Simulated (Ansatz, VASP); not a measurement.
One calculation of BaTiO3, two programs

INCAR

```
SYSTEM = BaTiO3
PREC = Accurate ; ENCUT = 520
EDIFF = 1E-6 ; ISMEAR = -1
SIGMA = 0.08 ; LREAL = .FALSE.
LASPH = .TRUE. ; NELM = 100
ALGO = Normal ; ISIF = 2
LWAVE = .FALSE. ; LCHARG = .FALSE.
GGA = PE ; NBANDS = 28
```

File KPOINTS:

```
Automatic mesh
0
G
  7 7 7
  0 0 0
```

File POSCAR:

```
BaTiO3
1.0
    3.9998000000      0.0000000000      0.0000000000
    0.0000000000      3.9998000000      0.0000000000
    0.0000000000      0.0000000000      3.8974600000
Ba Ti O
1 1 3
Direct
    0.0000000000      0.0000000000      0.0000000000
    0.5000000000      0.5000000000      0.4820000000
    0.5000000000      0.5000000000      0.0160000000
    0.5000000000      0.0000000000      0.5150000000
    0.0000000000      0.5000000000      0.5150000000
```

Input for Ansatz:

```yaml
crystal:
  lattice:
    - [3.9998, 0.0, 0.0]
    - [0.0, 3.9998, 0.0]
    - [0.0, 0.0, 3.89746]
  atoms:
    - { symbol: Ba, position: [0.0, 0.0, 0.0] }
    - { symbol: Ti, position: [0.5, 0.5, 0.482] }
    - { symbol: O, position: [0.5, 0.5, 0.016] }
    - { symbol: O, position: [0.5, 0.0, 0.515] }
    - { symbol: O, position: [0.0, 0.5, 0.515] }
kpoints:
  mp_grid: { grid: [7, 7, 7] }
  band_path:
    path:
      - [0.0, 0.0, 0.0]
      - [0.0, 0.5, 0.0]
      - [0.5, 0.5, 0.0]
      - [0.0, 0.0, 0.0]
      - [0.0, 0.0, 0.5]
      - [0.0, 0.5, 0.5]
      - [0.5, 0.5, 0.5]
      - [0.0, 0.0, 0.5]
      - [0.0, 0.5, 0.0]
    npoints: 5
scf:
  occupations: { method: fermi_dirac, width: 0.08 }
hamiltonian:
  xc: pbe
  pseudopotentials: { kind: all_electron, lapw: { basis_error: 0.001 } }
output:
  forces: true
  stress: true
  eigenvalues: true
```

Change from the starting cell: zz strain of -3 %.

Alike in both runs: task single point; functional PBE; k mesh 7 × 7 × 7; occupations fermi-dirac, width 0.08 eV; no spin polarisation.

|  | VASP | Ansatz |
| --- | --- | --- |
| version | VASP 6.6.1 | Ansatz 0.2.0 |
| potentials or method | VASP PAW PBE potentials, release 64 (Ba_sv, Ti_sv, O) | all-electron LAPW, scalar-relativistic |
| plane-wave cutoff (eV) | 520 | see its input |

```csv
,VASP,Ansatz,Ansatz less VASP
pressure (GPa),10.6,8.6,-2.00
largest component of the traceless stress (GPa),6.07,5.85,-0.225
rms of the force components (eV/Å),0.186,0.163,-0.0229
```

Atom by atom the forces differ by 0.026 eV/Å (rms over components). Ansatz ran all-electron here, so the differences hold the error of VASP's frozen core and of both bases.

Caveats: spin-orbit coupling is left out, which moves the levels of the heavy elements; an odd mesh through Γ misses points on the zone boundary, where band edges often lie.
